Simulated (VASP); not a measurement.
# H2 in VASP: further runs

The runs below take H2 through relaxation of the atoms, single point, with PBE+D3(BJ), PBE, RPBE, RPBE+D3(BJ), optB86b-vdW.

Program: VASP 6.6.1. These are calculated values, not measurements. Logs are shortened: lines on timing, memory, paths and dates and some standing lists are left out, and cuts for length are marked.

## (1) Starting point

The cell holds a molecule in a box, 2 atoms: a = 11.172 Å, b = 11.672 Å, c = 12.172 Å, α = 90.00°, β = 90.00°, γ = 90.00°.

## (2) Relaxation of the atoms, PBE+D3(BJ)

Input file INCAR:

```
ALGO = Fast ; EDIFF = 1E-6
EDIFFG = -0.03 ; ENCUT = 400
GGA = PE ; IBRION = 2
ISIF = 2 ; ISMEAR = 0
ISYM = 0 ; IVDW = 12
LASPH = True ; LCHARG = False
LREAL = False ; LWAVE = False
NELM = 60 ; NSW = 120
PREC = Accurate ; SIGMA = 0.01
```

Input file KPOINTS:

```
k-points
0
Gamma
  1 1 1
```

Input file POSCAR:

```
H
1.0
   11.1715072411      0.0000000000      0.0000000000
    0.0000000000     11.6715072411      0.0000000000
    0.0000000000      0.0000000000     12.1715072411
H
2
Selective dynamics
Direct
    0.5029840056      0.4878045315      0.5275852131  F F F
    0.4970159944      0.5207633422      0.4724147869  T T T
```

Potentials or basis: VASP PAW PBE potentials, release 64 (H).

Launch:

```bash
> cat potpaw_PBE.64/H/POTCAR > POTCAR
> mpirun -np 4 vasp_gam > vasp.out
```

OUTCAR:

```text
EDIFF = 1E-6
   EDIFFG = -0.03
   ENCUT = 400
   GGA = PE
   IBRION = 2
   ISIF = 2
   ISMEAR = 0
   ISYM = 0
   IVDW = 12
   LASPH = True
   LREAL = False
   NELM = 60
   NSW = 120
   PREC = Accurate
 IVDW          = 12

 ion  position               nearest neighbor table
   1  0.503  0.488  0.528-   2 0.78
   2  0.497  0.521  0.472-   1 0.78

IMPORTANT INFORMATION: All symmetrisations will be switched off!
NOSYMM: (Re-)initialisation of all symmetry stuff for point group C_1.

----------------------------------------------------------------------------------------

                                     Primitive cell

  volume of cell :    1587.0225

  direct lattice vectors                    reciprocal lattice vectors
    11.171507241  0.000000000  0.000000000     0.089513436  0.000000000  0.000000000
     0.000000000 11.671507241  0.000000000     0.000000000  0.085678737  0.000000000
     0.000000000  0.000000000 12.171507241     0.000000000  0.000000000  0.082159093

  length of vectors
    11.171507241 11.671507241 12.171507241     0.089513436  0.085678737  0.082159093

  position of ions in fractional coordinates (direct lattice)
     0.502984006  0.487804531  0.527585213
     0.497015994  0.520763342  0.472414787

  ion indices of the primitive-cell ions
   primitive index   ion index
                 1           1
                 2           2

----------------------------------------------------------------------------------------

 KPOINTS: k-points

Automatic generation of k-mesh.
 Grid dimensions read from file:
 generate k-points for:    1    1    1

 Generating k-lattice:

  Cartesian coordinates                     Fractional coordinates (reciprocal lattice)
     0.089513436  0.000000000  0.000000000     1.000000000  0.000000000  0.000000000
     0.000000000  0.085678737  0.000000000     0.000000000  1.000000000  0.000000000
     0.000000000  0.000000000  0.082159093     0.000000000  0.000000000  1.000000000

  Length of vectors
     0.089513436  0.085678737  0.082159093

  Shift w.r.t. Gamma in fractional coordinates (k-lattice)
     0.000000000  0.000000000  0.000000000

 Subroutine IBZKPT returns following result:
 ===========================================

 Found      1 irreducible k-points:

 Following reciprocal coordinates:
            Coordinates               Weight
  0.000000  0.000000  0.000000      1.000000
   k-points           NKPTS =      1   k-points in BZ     NKDIM =      1   number of bands    NBANDS=      8
   number of dos      NEDOS =    301   number of ions     NIONS =      2
   total plane-waves  NPLWV = 512000
   dimension x,y,z NGX =    80 NGY =   80 NGZ =   80
   dimension x,y,z NGXF=   160 NGYF=  160 NGZF=  160
   ions per type =               2
   NGX,Y,Z   is equivalent  to a cutoff of  11.90, 11.39, 10.93 a.u.
   NGXF,Y,Z  is equivalent  to a cutoff of  23.81, 22.79, 21.85 a.u.
 SYSTEM =  unknown system
   PREC   = accura    normal or accurate (medium, high low for compatibility)
   ISTART =      0    job   : 0-new  1-cont  2-samecut
   ICHARG =      2    charge: 1-file 2-atom 10-const
   ISPIN  =      1    spin polarized calculation?
   LNONCOLLINEAR =      F non collinear calculations
   LSORBIT =      F    spin-orbit coupling
   LASPH  =      T    aspherical Exc in radial PAW
   ENCUT  =  400.0 eV  29.40 Ry    5.42 a.u.  18.22 19.03 19.85*2*pi/ulx,y,z
   NELM   =     60;   NELMIN=  2; NELMDL= -5     # of ELM steps
   EDIFF  = 0.1E-05   stopping-criterion for ELM
   LREAL  =      F    real-space projection
   EDIFFG = -.3E-01   stopping-criterion for IOM
   NSW    =    120    number of steps for IOM
   IBRION =      2    ionic relax: 0-MD 1-quasi-New 2-CG
   NFREE  =      1    steps in history (QN), initial steepest desc. (CG)
   ISIF   =      2    stress and relaxation
   ISYM   =      0    0-nonsym 1-usesym 2-fastsym
   POTIM  = 0.5000    time-step for ionic-motion
   TEBEG  =    0.0;   TEEND  =   0.0 temperature during run
   PSTRESS=    0.0 pullay stress
   NELECT =       2.0000    total number of electrons
   NUPDOWN=      -1.0000    fix difference up-down
   EMIN   =  10.00;   EMAX   =-10.00  energy-range for DOS
   EFERMI =   0.00;   METHOD = LEGACY
   ISMEAR =     0;   SIGMA  =   0.01  broadening in eV -4-tet -1-fermi 0-gaus
   EFERMI_NEDOS =   21; number of points for ismear=-14 and -15
   IALGO  =     68    algorithm
   IMIX   =      4    mixing-type and parameters
     AMIX     =   0.40;   BMIX     =  1.00
     AMIX_MAG =   1.60;   BMIX_MAG =  1.00
  volume/ion in A,a.u.               =     793.51      5354.88
  Fermi-wavevector in a.u.,A,eV,Ry     =   0.176830  0.334161  0.425441  0.031269
  Thomas-Fermi vector in A             =   0.896670
   LORBIT       =      0    0 simple, 1 ext, 2 COOP (PROOUT), +10 PAW based schemes
   GGA     = PE    functional components
   LHFCALC =     F    Hartree Fock is set to
   AEXX    =    0.0000 exact exchange contribution
   IVDW    =    12    specifies the selected vdW correction
   LEPSILON=     F    determine dielectric tensor
   LRPA    =     F    only Hartree local field effects (RPA)
 conjugate gradient relaxation of ions
 non-spin polarized calculation
 RMM-DIIS sequential band-by-band and
 Gauss-broadening in eV      SIGMA  =   0.01
  energy-cutoff  :      400.00
  volume of cell :     1587.02
 maximum number of plane-waves:     14409
 NGX is ok and might be reduce to    80
   NGX = 37   NGY = 39   NGZ = 39

--------------------------------------- Ionic step        1  -------------------------------------------

 number of electron       2.0000002 magnetization

 Free energy of the ion-electron system (eV)
  ---------------------------------------------------
  ext. energy  EPLUGINS =         0.00000000
  ---------------------------------------------------
  free energy    TOTEN  =        -6.74933720 eV

  energy without entropy =       -6.74933720  energy(sigma->0) =       -6.74933720

------------------------ aborting loop because EDIFF is reached ----------------------------------------

 Edisp (eV)   -0.00259

 E8    (eV) :    -0.0005

  FORCE on cell =-STRESS in cart. coord.  units (eV):
  Direction    XX          YY          ZZ          XY          YZ          ZX
  --------------------------------------------------------------------------------------
  -------------------------------------------------------------------------------------
  Total      -0.12375    -0.28119    -0.61601     0.02839     0.28511    -0.04939
  in kB      -0.12493    -0.28387    -0.62189     0.02866     0.28783    -0.04987
  external pressure =       -0.34 kB  Pullay stress =        0.00 kB

 VOLUME and BASIS-vectors are now :
 -----------------------------------------------------------------------------
  energy-cutoff  :      400.00
  volume of cell :     1587.02
      direct lattice vectors                 reciprocal lattice vectors
    11.171507241  0.000000000  0.000000000     0.089513436  0.000000000  0.000000000
     0.000000000 11.671507241  0.000000000     0.000000000  0.085678737  0.000000000
     0.000000000  0.000000000 12.171507241     0.000000000  0.000000000  0.082159093

 POSITION                                       TOTAL-FORCE (eV/Angst)
 -----------------------------------------------------------------------------------
      5.61909      5.69341      6.42151        -0.069575      0.402872     -0.702072
      5.55242      6.07809      5.75000         0.069575     -0.402872      0.702072
 -----------------------------------------------------------------------------------
    total drift:                               -0.000002     -0.000135      0.000070

  FREE ENERGIE OF THE ION-ELECTRON SYSTEM (eV)
  ---------------------------------------------------
  free  energy   TOTEN  =        -6.7519231459 eV

  energy  without entropy=       -6.7519231459  energy(sigma->0) =       -6.75192315

--------------------------------------- Ionic step        2  -------------------------------------------

 number of electron       2.0000000 magnetization

------------------------ aborting loop because EDIFF is reached ----------------------------------------

 Edisp (eV)   -0.00250

 E8    (eV) :    -0.0005

  FORCE on cell =-STRESS in cart. coord.  units (eV):
  Direction    XX          YY          ZZ          XY          YZ          ZX
  --------------------------------------------------------------------------------------
  -------------------------------------------------------------------------------------
  Total      -0.11967    -0.04516     0.10967    -0.01302    -0.13244     0.02296
  in kB      -0.12081    -0.04559     0.11072    -0.01314    -0.13370     0.02318
  external pressure =       -0.02 kB  Pullay stress =        0.00 kB

 VOLUME and BASIS-vectors are now :
 -----------------------------------------------------------------------------
  energy-cutoff  :      400.00
  volume of cell :     1587.02
      direct lattice vectors                 reciprocal lattice vectors
    11.171507241  0.000000000  0.000000000     0.089513436  0.000000000  0.000000000
     0.000000000 11.671507241  0.000000000     0.000000000  0.085678737  0.000000000
     0.000000000  0.000000000 12.171507241     0.000000000  0.000000000  0.082159093

 POSITION                                       TOTAL-FORCE (eV/Angst)
 -----------------------------------------------------------------------------------
      5.61909      5.69341      6.42151         0.039904     -0.229279      0.401206
      5.55577      6.05866      5.78387        -0.039904      0.229279     -0.401206
 -----------------------------------------------------------------------------------
    total drift:                                0.000075     -0.000031      0.000272

  FREE ENERGIE OF THE ION-ELECTRON SYSTEM (eV)
  ---------------------------------------------------
  free  energy   TOTEN  =        -6.7598302126 eV

  energy  without entropy=       -6.7598302126  energy(sigma->0) =       -6.75983021

--------------------------------------- Ionic step        3  -------------------------------------------

 number of electron       2.0000000 magnetization

 Free energy of the ion-electron system (eV)
  ---------------------------------------------------
  ext. energy  EPLUGINS =         0.00000000
  ---------------------------------------------------
  free energy    TOTEN  =        -6.76030420 eV

  energy without entropy =       -6.76030420  energy(sigma->0) =       -6.76030420

 E-fermi : -10.2410     XC(G=0):  -0.2252

 val. band max:      -10.3087979521   @ k =   0.0000   0.0000   0.0000
 cond. band min:      -0.1013164847   @ k =   0.0000   0.0000   0.0000
 fundamental gap:     10.2074814674
 Fermi energy:       -10.2410358119

 k-point     1 :       0.0000    0.0000    0.0000
  band No.  band energies     occupation
      1     -10.3088      2.00000
      2      -0.1013      0.00000
      3       0.2707      0.00000
      4       0.7638      0.00000
      5       0.8371      0.00000
      6       0.9214      0.00000
      7       1.0322      0.00000
      8       1.1440      0.00000

------------------------ aborting loop because EDIFF is reached ----------------------------------------

 Edisp (eV)   -0.00252

 E8    (eV) :    -0.0005

  FORCE on cell =-STRESS in cart. coord.  units (eV):
  Direction    XX          YY          ZZ          XY          YZ          ZX
  --------------------------------------------------------------------------------------
  -------------------------------------------------------------------------------------
  Total      -0.12147    -0.12874    -0.14660     0.00159     0.01479    -0.00256
  in kB      -0.12263    -0.12997    -0.14800     0.00160     0.01493    -0.00258
  external pressure =       -0.13 kB  Pullay stress =        0.00 kB

 VOLUME and BASIS-vectors are now :
 -----------------------------------------------------------------------------
  energy-cutoff  :      400.00
  volume of cell :     1587.02
      direct lattice vectors                 reciprocal lattice vectors
    11.171507241  0.000000000  0.000000000     0.089513436  0.000000000  0.000000000
     0.000000000 11.671507241  0.000000000     0.000000000  0.085678737  0.000000000
     0.000000000  0.000000000 12.171507241     0.000000000  0.000000000  0.082159093

 POSITION                                       TOTAL-FORCE (eV/Angst)
 -----------------------------------------------------------------------------------
      5.61909      5.69341      6.42151         0.000112      0.000477      0.000243
      5.55465      6.06516      5.77253        -0.000112     -0.000477     -0.000243
 -----------------------------------------------------------------------------------
    total drift:                                0.000010      0.000128     -0.000253

  FREE ENERGIE OF THE ION-ELECTRON SYSTEM (eV)
  ---------------------------------------------------
  free  energy   TOTEN  =        -6.7628229641 eV

  energy  without entropy=       -6.7628229641  energy(sigma->0) =       -6.76282296

 reached required accuracy - stopping structural energy minimisation
```

It took 20 s on 4 MPI ranks of AMD EPYC 9R45 (Zen 5), shared host; peak memory 0.32 GiB.

Results:

```yaml
Free_energy: -6.7628 eV
Energy_gained_by_relaxing: 5.4 meV/atom
Ionic_steps: 3
Gap_between_the_frontier_levels: 10.21 eV
Dispersion_energy_per_atom: -0.001 eV
```

Step by step:
```
step  energy change (eV)  largest force (eV/Å)  pressure (GPa)
   1              0.0000                0.8124           -0.03
   2             -0.0079                0.4638            0.00
   3             -0.0109                0.0005           -0.01
```

Final structure:
```cif
data_structure
_symmetry_space_group_name_H-M 'P 1'
_symmetry_Int_Tables_number 1
_cell_length_a 11.1715
_cell_length_b 11.6715
_cell_length_c 12.1715
_cell_angle_alpha 90.000
_cell_angle_beta 90.000
_cell_angle_gamma 90.000
_cell_volume 1587.02
loop_
_atom_site_label
_atom_site_type_symbol
_atom_site_fract_x
_atom_site_fract_y
_atom_site_fract_z
_atom_site_occupancy
H1 H 0.50298 0.48780 0.52759 1
H2 H 0.49722 0.51966 0.47427 1
```

Levels at points of the mesh, in eV from the valence-band top:
| k point | band 1 | band 2 | band 3 | band 4 |
| --- | --- | --- | --- | --- |
| (0.00, 0.00, 0.00) | 0.00 | 10.21 | 10.58 | 11.07 |

## (3) Single point, PBE

Input file INCAR:

```
SYSTEM = H
ALGO = Fast
EDIFF = 1E-6
ENCUT = 400
GGA = PE
ISIF = 2
ISMEAR = 0
ISYM = 0
LASPH = .TRUE.
LCHARG = .FALSE.
LREAL = .FALSE.
LWAVE = .FALSE.
NELM = 60
PREC = Accurate
SIGMA = 0.01
```

Input file KPOINTS:

```
k-points
0
G
  1 1 1
  0 0 0
```

Input file POSCAR:

```
H                                       
1.0
   11.1715072411      0.0000000000      0.0000000000
    0.0000000000     11.6715072411      0.0000000000
    0.0000000000      0.0000000000     12.1715072411
  H             
     2
Selective dynamics
Direct
     0.5029840055999983    0.4878045314999966    0.5275852130999965   F   F   F
     0.4972158830805482    0.5196554777098372    0.4742661171400267   T   T   T
```

Potentials or basis: VASP PAW PBE potentials, release 64 (H).

Launch:

```bash
> cat potpaw_PBE.64/H/POTCAR > POTCAR
> mpirun -np 4 vasp_gam > vasp.out
```

It took 10 s on 4 MPI ranks of AMD EPYC 9R45 (Zen 5), shared host; peak memory 0.31 GiB.

It converged, with:

```yaml
Free_energy: -6.7603 eV
Gap_between_the_frontier_levels: 10.17 eV
```

Levels at points of the mesh, in eV from the valence-band top:
```csv
k point,band 1,band 2,band 3,band 4
"(0.00, 0.00, 0.00)",0.00,10.17,10.58,11.04
```

Expect the measured gap to be larger: semilocal functionals such as PBE lack the derivative discontinuity.

(Continued in part 2 of 2.)
